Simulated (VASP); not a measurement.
# InSe: electric field gradients, by potentials

InSe, P-6m2 (no. 187), 8 atoms in the cell.

| Potentials | Vzz of the first element (V/Å²) | Vzz of the second element (V/Å²) | Time (s) |
|---|---|---|---|
| In_d, Se | -107.14 | -81.07 | 33 |
| In, Se | -109.07 | -80.38 | 18 |
| In_d_GW, Se_GW | -105.36 | -82.40 | 64 |

## Input of the first row

INCAR:
```
GGA = PE ; PREC = Accurate
ENCUT = 400 ; EDIFF = 1E-7
LREAL = F ; LASPH = T
ALGO = Normal ; NELM = 120
LWAVE = F ; LCHARG = F
ISMEAR = 0 ; SIGMA = 0.02
KPAR = 4 ; LEFG = T
QUAD_EFG = 770 0
```

KPOINTS:
```
k-points
0
Gamma
  7 7 2
```

POSCAR:
```
InSe
1.0
    4.0473293151      0.0000000000      0.0000000000
   -2.0236646576      3.5050900044      0.0000000000
    0.0000000000      0.0000000000     18.0520649100
In Se
4 4
Direct
    0.3333333333      0.6666666667      0.0773904900
    0.3333333333      0.6666666667      0.9226095100
    0.0000000000      0.0000000000      0.4226063200
    0.0000000000      0.0000000000      0.5773936800
    0.3333333333      0.6666666667      0.3529842800
    0.3333333333      0.6666666667      0.6470157200
    0.6666666667      0.3333333333      0.1469999300
    0.6666666667      0.3333333333      0.8530000700
```

Commands:
```
cat potpaw_PBE.64/In_d/POTCAR potpaw_PBE.64/Se/POTCAR > POTCAR
mpirun -np 4 vasp_std > vasp.out
```

Changes of the last row against the first:
```
- cat potpaw_PBE.64/In_d/POTCAR potpaw_PBE.64/Se/POTCAR > POTCAR
+ cat potpaw_PBE.64/In_d_GW/POTCAR potpaw_PBE.64/Se_GW/POTCAR > POTCAR
```

VASP 6.6.1 took 33 s on 4 cores (Intel Xeon 6975P-C (Granite Rapids)), a shared host.
